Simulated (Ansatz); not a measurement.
# C: frozen-core PAW against all-electron methods

```
C
1.0
     0.00000    2.09825    3.30275
     1.21140    0.00000    3.30275
     1.21140    2.09825    0.00000
C
2
Direct
  0.16667 0.83333 0.16667
  0.83333 0.16667 0.83333
```

Atoms are numbered in the order listed.

Conventional cell: a = 2.423 Å, b = 4.197 Å, c = 6.606 Å, α = 90.00°, β = 90.00°, γ = 90.00°. C (atom 1) has 3 C at 1.40 Å as nearest neighbours.

The cell is COD entry 9000046, as deposited and not checked against the literature; nothing was relaxed. The listed cell was then made from it by scaling, straining or moving an atom.

Methods: DFT, PBEsol, PAW with Ansatz's default frozen-core files, scalar-relativistic (Ansatz 0.2.0); DFT, PBEsol, all-electron PAW with datasets made for the crystal, scalar-relativistic (Ansatz 0.2.0); DFT, PBEsol, all-electron LAPW, scalar-relativistic (Ansatz 0.2.0).

For PAW: a Γ-centred 18×18×18 k mesh, Fermi–Dirac smearing of 0.05 eV, cutoff 420 eV, no spin polarisation; the PAW files were made with PBE, and the program remakes their frozen cores for this functional. The crystal-made all-electron datasets (AE datasets) take a cutoff of 620 eV at this cell. LAPW targets a basis error of 0.25 meV/atom. The Ansatz runs share mesh, smearing and spin set-up. Plane-wave (PAW) pressures include the program's estimate of the Pulay term.

Stress and pressure are positive in compression.

The change that made this cell: volume scaled by 0.96.

In a metal, gradients converge slowly with the k mesh: the values move by tens of per cent from one mesh to another, at times in sign, so only the comparison on one mesh counts.

```json
{"quantity": "pressure (GPa)", "PAW": "14.02", "AE datasets": "13.96", "LAPW": "13.96"}
{"quantity": "stress xx (GPa)", "PAW": "20.21", "AE datasets": "20.11", "LAPW": "20.11"}
{"quantity": "stress yy (GPa)", "PAW": "19.63", "AE datasets": "19.52", "LAPW": "19.52"}
{"quantity": "stress zz (GPa)", "PAW": "2.23", "AE datasets": "2.26", "LAPW": "2.25"}
{"quantity": "field gradient Vzz at C1 (10²¹ V/m²)", "PAW": "?", "AE datasets": "?", "LAPW": "–"}
```

(1) Fill in "AE datasets" for the row "field gradient Vzz at C1 (10²¹ V/m²)".

(2) Fill in "PAW" for the row "field gradient Vzz at C1 (10²¹ V/m²)".

Answers

(1) 2.85.

(2) 2.63.
